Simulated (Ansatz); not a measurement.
Ge, DFT, PBE, all-electron PAW with datasets made for the crystal, scalar-relativistic (Ansatz 0.2.0), run on 1 thread of Intel(R) Xeon(R) 6975P-C (Granite Rapids) on a shared host.

The cell is the one relaxed in the Materials Project (mp-1007760), not relaxed further here; entries there can be hypothetical. The listed cell was then made from it by scaling, straining or moving an atom.

Command: `ansatz run input.yaml --threads 1 --pin off --max-ram 4096MiB --backend cpu --events-out ev --progress --plain --runs-dir out`

```yaml
crystal:
  lattice:
    - [3.9159795603, 0.0, 0.0]
    - [-1.9579897802, 3.39133778, 0.0]
    - [0.0, 0.0, 6.464658966]
  atoms:
    - { symbol: Ge, position: [0.6666666667, 0.3333333333, 0.06290125] }
    - { symbol: Ge, position: [0.3333333333, 0.6666666667, 0.56290125] }
    - { symbol: Ge, position: [0.6666666667, 0.3333333333, 0.43709875] }
    - { symbol: Ge, position: [0.3333333333, 0.6666666667, 0.93709875] }
kpoints:
  mp_grid: { grid: [11, 11, 6] }
scf:
  occupations: { method: fermi_dirac, width: 0.05 }
hamiltonian:
  xc: pbe
  pseudopotentials: { kind: all_electron, datasets: crystal }
output:
  forces: true
  stress: true
  eigenvalues: true
  efg: { contact_densities: true }
```

How large is the problem that the program sets up?

64 irreducible k-points, 379 plane waves at Γ, 14 bands.

About how long does it take, and how much memory does it use?

6.3 s of wall time for 9 SCF iterations, with a peak of 0.55 GiB. Times on shared machines scatter by tens of per cent.

And the same cell and mesh by frozen-core PAW, asked for forces, stress, eigenvalues, efg, on the same hardware?

4.6 s, peak memory 0.49 GiB.
